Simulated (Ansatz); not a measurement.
A plane-wave DFT run in Ansatz 0.2.0 (scalar-relativistic PAW potentials unless the input names others): input and command.

```yaml
crystal:
  lattice:
    - [3.2856091233, 0.0, 0.0]
    - [-1.6428045617, 2.8454209677, 0.0]
    - [0.0, 0.0, 5.3718775026]
  atoms:
    - { symbol: Hf, position: [0.6666666667, 0.3333333333, 0.75] }
    - { symbol: Hf, position: [0.3333333333, 0.6666666667, 0.25] }
    - { symbol: "N", position: [0.0, 0.0, 0.0] }
    - { symbol: "N", position: [0.0, 0.0, 0.5] }
basis:
  ecutwfc: 420
kpoints:
  mp_grid: { grid: [18, 18, 10] }
hamiltonian:
  xc: pbe
scf:
  occupations: { method: fixed }
  max_iter: 75
output:
  forces: true
  eigenvalues: true
  stress: true
```

```bash
ansatz run input.yaml --threads 1 --pin off --max-ram 2560MiB --backend cpu --events-out ev --progress --plain --runs-dir out
```

Abridged log:
```
Basis set: ecut = 420 eV, 989 PW (Γ), exchange–correlation on 48×48×72 points (8 copies of the dense FFT grid, shifted against one another)
Bands: 38, of which v1, the nominal top of the filled ones, is band 31 counted from 1 (30 counted from 0)
Symmetry: 24 space group operations
k-points: 222 of 3240
SCF iter   1: F=—  HF=-32216.914405 eV  |F-HF|=—  |Δ(HF+E_count)|=         —  Δρ=7.62e-3  dr2=2.48e-2  ethr=1.77e-3  ⟨swp⟩=4.4  Hψ=23851  notcnv=0  defer=855
SCF iter   2: F=—  HF=-32216.909534 eV  |F-HF|=—  |Δ(HF+E_count)|=   4.87e-3  Δρ=3.18e-3  dr2=3.26e-3  ethr=4.01e-5  ⟨swp⟩=2.2  Hψ=15843  notcnv=0  defer=1067
SCF iter   3: F=—  HF=-32216.908990 eV  |F-HF|=—  |Δ(HF+E_count)|=   5.44e-4  Δρ=1.58e-3  dr2=1.03e-3  ethr=5.26e-6  ⟨swp⟩=2.1  Hψ=9486  notcnv=0  defer=1070
SCF iter   4: F=—  HF=-32216.908787 eV  |F-HF|=—  |Δ(HF+E_count)|=   2.03e-4  Δρ=2.65e-4  dr2=2.87e-5  ethr=1.66e-6  ⟨swp⟩=2.0  Hψ=13592  notcnv=0  defer=1040
SCF iter   5: F=—  HF=-32216.908736 eV  |F-HF|=—  |Δ(HF+E_count)|=   5.12e-5  Δρ=2.24e-4  dr2=1.44e-5  ethr=4.63e-8  ⟨swp⟩=2.6  Hψ=15903  notcnv=0  defer=467
SCF iter   6: F=—  HF=-32216.908684 eV  |F-HF|=—  |Δ(HF+E_count)|=   5.19e-5  Δρ=1.72e-5  dr2=1.40e-7  ethr=2.33e-8  ⟨swp⟩=3.0  Hψ=14907  notcnv=0  defer=467
SCF iter   7: F=-32216.908684 eV  HF=-32216.908684 eV  |F-HF|=6.92e-9  |Δ(HF+E_count)|=   8.40e-9  Δρ=7.33e-6  dr2=1.42e-8  ethr=1.61e-10  ⟨swp⟩=11.8  Hψ=46580  notcnv=0
SCF 1 converged in 7 iterations: F = -32216.908684 eV  dr2 = 1.42e-8
SCF converged after 7 iterations
Free energy (F): -32216.908684 eV
Harris-Foulkes:  -32216.908684 eV  (|F-HF|=6.92e-9)
Internal energy: -32216.908684 eV  (E = F + TS)
E sigma→0 (E₀):  -32216.908684 eV
Fermi energy:    23.159877 eV
--- Forces (eV/Å), atoms counted from 1 ---
  atom   1  Hf     0.00000000     0.00000000     0.00000000
  atom   2  Hf     0.00000000     0.00000000     0.00000000
  atom   3  N      0.00000000     0.00000000     0.00000000
  atom   4  N      0.00000000     0.00000000     0.00000000
--- Stress (GPa, compression-positive) ---
      -20.726603       0.000000       0.000000
        0.000000     -20.726603       0.000000
        0.000000       0.000000       0.178828
  P = ⅓ Tr σ = -13.7581 GPa (-137.581 kbar)
```

**Question.** What should be changed?

**Answer.** The fault is fixed occupations on a metal: they fill the same number of bands at every k-point, while the true filling differs from point to point (scf.occupations: {"method": "gaussian", "width": 0.1} → {"method": "fixed"}, the first being the value of the sound run). Setting it back cures it. The log, from which this was withheld above, says: «WARN: a fill by count may have filled part of one level: at k-index 11 the highest filled band, 23.076544 eV, and the lowest empty band, 23.076544 eV, stand 3.553e-15 eV apart, within the solve's uncertainty, 3.162e-4 eV. If they are one level, whatever splits it, however little, can move the result. A smearing (`scf.occupations.method` with a `width`) well over the split that the run's distortions make …» The run converged all the same, with an energy at zero smearing 27.83 meV/atom above the reference's, pressure -13.76 GPa, largest force 0.000 eV/Å, no gap on the mesh, so convergence alone doesn't show that an input is right. A reference run on usual settings, whose relaxation ended at this geometry, converged, and the end of its own relaxation has pressure -14.28 GPa, largest force 0.000 eV/Å, no gap on the mesh (its cell was held, or driven to that pressure on purpose).

Time: 23 s on 1 thread of Arm Neoverse V1, with other jobs on the host, peak memory 0.54 GiB.